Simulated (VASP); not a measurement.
# Moving the dispersion correction in MgS

The cell as given:

Space group Fm-3m (No. 225). a = 5.203 Å, b = 5.203 Å, c = 5.203 Å, α = 90.00°, β = 90.00°, γ = 90.00°
| atom | site | symmetry | x | y | z |
| --- | --- | --- | --- | --- | --- |
| S | 4b | m-3m | 0.5000 | 0.0000 | 0.0000 |
| Mg | 4a | m-3m | 0.0000 | 0.0000 | 0.0000 |

Kept alike: task relaxation of cell and atoms; functional PBE; k mesh 9 × 9 × 9; occupations fermi-dirac, width 0.05 eV; no spin polarisation. Program: VASP, PBE PAW files Mg, S, 600 eV. The mesh is that of the run's cell of 2 atoms. No spin-orbit coupling.

| dispersion correction | volume (Å³/atom) |
| --- | --- |
| D2 | 17.374 |
| D3(zero) | 17.471 |
| D3(BJ) | 17.065 |
| D4 | 17.225 |
| MBD | 16.879 |
| MBD-FI | 17.187 |
| TS | 17.287 |
| TS-HI | 17.423 |
| dDsC | 17.228 |
| none | 17.813 |
| rVV10 (b = 10) | 17.646 |

The relaxations keep at least the cell's symmetry (Fm-3m). Relaxations stop with a little pressure left, so the last digits of a volume or edge aren't settled.

The volume runs from 16.879 (MBD) to 17.813 Å³/atom (none). Against no correction: D2 -2.5 %; D3(zero) -1.9 %; D3(BJ) -4.2 %; D4 -3.3 %; MBD -5.2 %; MBD-FI -3.5 %; TS -3.0 %; TS-HI -2.2 %; dDsC -3.3 %; rVV10 (b = 10) -0.9 %. Dispersion terms mostly attract and so lower the volume; the schemes' coefficients and damping set how far. Measured: 17.6 Å³/atom at 294.15 K (a printed reference work); nearest rVV10 (b = 10), 0.05 Å³/atom off. The runs are for a static lattice.
